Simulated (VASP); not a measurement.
Runs of VASP 6.6.1 on KTaO3. It takes space group Pm-3m (No. 221, cubic). Conventional cell: a = 3.989 Å, b = 3.989 Å, c = 3.989 Å, α = 90.00°, β = 90.00°, γ = 90.00°. K (site symmetry m-3m) is surrounded by 12 O at 2.82 Å. Ta (site symmetry m-3m) is surrounded by 6 O at 1.99 Å. O (site symmetry 4/mmm) is surrounded by 2 Ta at 1.99 Å. 

| task | level | cell | k mesh | cutoff (eV) | grid for exact exchange (PRECFOCK) | exchange at q = 0 | share of exact exchange | screening parameter | gap on the mesh (eV) | pressure (GPa) |
| --- | --- | --- | --- | --- | --- | --- | --- | --- | --- | --- |
| band structure | PBE-EpsX | as given | 4 × 4 × 4 | 520 | Fast | truncated | 0.1846 | - | (a) | 1.4 |
| relaxation of cell and atoms | PBEsol | relaxed | 8 × 8 × 8 | 600 | - | - | - | - | 2.09 | 0.0 |
| band structure | HSE06 | as given | 4 × 4 × 4 | 520 | Fast | - | - | 0.2 1/A | 3.50 | (b) |
| band structure | PBE0 | as given | 4 × 4 × 4 | 520 | Fast | truncated | - | - | 4.23 | -0.2 |

Alike in all rows: potentials or basis VASP PAW PBE potentials, release 64 (K_sv, Ta_pv, O); no spin polarisation; smearing gaussian 0.03 eV.

Problem. Fill in the values left out.

Solution. (a) 3.67; (b) -0.1.

Caveats: the PAW data sets were made with another functional, which shifts forces and pressure a little; spin-orbit coupling is left out, which moves the levels of the heavy elements; the relaxation stopped at its first step, so nothing moved (some runs).

A k mesh can miss the band edges, and the runs leave out spin-orbit coupling on Ta.

Runs at the PBE level aren't shown here.
